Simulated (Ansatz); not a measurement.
A computed series for NaF: response to strain

Start from NaF in the rock salt structure (space group Fm-3m, No. 225; a = 4.6291 Å). Axes: x, y, z lie along the cube axes.

Strains are applied to the cell and any free atomic positions relax; under biaxial strain the out-of-plane vector relaxes too.

Level of theory: PBEsol in Ansatz (plane waves to 420 eV, PAW, spin-orbit coupling left out).

Notes on the quantities. energy relative to the base: free energy F.

```json
[
 {"biaxial strain, plane normal [001], relaxed out of plane (%)": "-3", "energy relative to the base (meV/atom)": "9.1"},
 {"biaxial strain, plane normal [001], relaxed out of plane (%)": "-2.5", "energy relative to the base (meV/atom)": "6.2"},
 {"biaxial strain, plane normal [001], relaxed out of plane (%)": "-2", "energy relative to the base (meV/atom)": "3.9"},
 {"biaxial strain, plane normal [001], relaxed out of plane (%)": "-1.5", "energy relative to the base (meV/atom)": "2.1"},
 {"biaxial strain, plane normal [001], relaxed out of plane (%)": "-1", "energy relative to the base (meV/atom)": "0.9"},
 {"biaxial strain, plane normal [001], relaxed out of plane (%)": "-0.5", "energy relative to the base (meV/atom)": "?"},
 {"biaxial strain, plane normal [001], relaxed out of plane (%)": "0", "energy relative to the base (meV/atom)": "0.0"}
]
```

### Question
Fit ΔE = Aε² + Bε³ (ε in %) to the rows shown and predict the withheld row.

### Answer
Least squares on the printed values gives A = 0.880 and B = -0.044 meV/atom (largest residual 0.0 meV/atom); this predicts 0.2 meV/atom, and the run gives 0.2 meV/atom, in agreement.

Stability against distortions was not tested.

Ansatz is a program for electronic structure.
